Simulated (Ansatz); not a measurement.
Runs of Ansatz 0.2.0 on TiAl3. The structure is tetragonal, space group I4/mmm (No. 139). Conventional cell: a = 3.822 Å, b = 3.822 Å, c = 8.561 Å, α = 90.00°, β = 90.00°, γ = 90.00°. Ti (site symmetry 4/mmm) is surrounded by 12 Al at 2.70 to 2.87 Å. Around Al (site symmetry -4m2) lie 8 Al at 2.70 to 2.87 Å and 4 Ti at 2.87 Å. Al (site symmetry 4/mmm) is surrounded by 4 Ti at 2.70 Å and 8 Al at 2.87 Å. The cell comes from a database or a generator and needn't be the stable form of this composition.

```csv
task,level,k mesh,cutoff (eV),atoms under strain,gap on the mesh (eV),V0 of scaled cells (Å³/atom),B0 (GPa)
phonons,PBEsol,8 × 8 × 8,420,-,none,-,-
equation of state,LDA,10 × 10 × 10,420,-,-,15.14,117
equation of state,r2SCAN,10 × 10 × 10,500,-,-,(a),115
elastic constants,PBEsol,8 × 8 × 8,420,clamped,none,-,-
```

Alike in all rows: potentials or basis Ansatz PAW; no spin polarisation; cell as given; smearing fermi-dirac 0.05 eV.

Problem. Fill in the values left out.

Solution. (a) 15.65.

Caveats: the PAW data sets come from PBE, with cores solved anew for the run's functional, which leaves a small shift of forces and pressure (some runs); the cell was scaled at fixed shape and fractional positions, which overstates the stiffness of a crystal with free parameters, most of all of layers and chains (some runs); the PAW data sets were made with another functional, which shifts forces and pressure a little (some runs); elastic constants of metals need much finer meshes, so these are rough (some runs).

A gap of «none» marks a metal or a gap under the smearing width.

Runs at the PBE level aren't shown here.
